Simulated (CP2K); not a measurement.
Crystal: CsH.

```
CELL_PARAMETERS angstrom
4.50851 0.00000 0.00000
2.25426 3.90449 0.00000
2.25426 1.30150 3.68119
ATOMIC_POSITIONS crystal
Cs 0.00000 0.00000 0.00000
H 0.50000 0.50000 0.50000
```

Base run:

```yaml
Program: CP2K 2026.2
Functional: TPSS
Potentials_or_basis: POTENTIAL_UZH Cs GTH-PBE-q9, H GTH-PBE-q1; TZVP-MOLOPT-PBE-GTH basis
Density_cutoff: 10885 eV
k_mesh: 7 × 7 × 7
Occupations: fermi-dirac, width 0.05 eV
Spin: no spin polarisation
```

Its results: band gap on the k mesh 3.05 eV, direct; pressure 0.3 GPa.

The run is repeated on the same cell with these changes: functional from TPSS to LDA. What comes out?

Band gap on the k mesh 2.19 eV, direct; pressure -1.1 GPa.

TPSS gives the wider gap, since meta-GGAs in the generalised Kohn-Sham scheme recover part of the derivative discontinuity.

Caveats: the potentials were made for another functional, which shifts forces and pressure; spin-orbit coupling is left out, which moves the levels of the heavy elements; the mesh misses the band edges, which the band path finds closer together; the basis of atomic orbitals isn't converged, which shifts pressures, moduli and gaps.
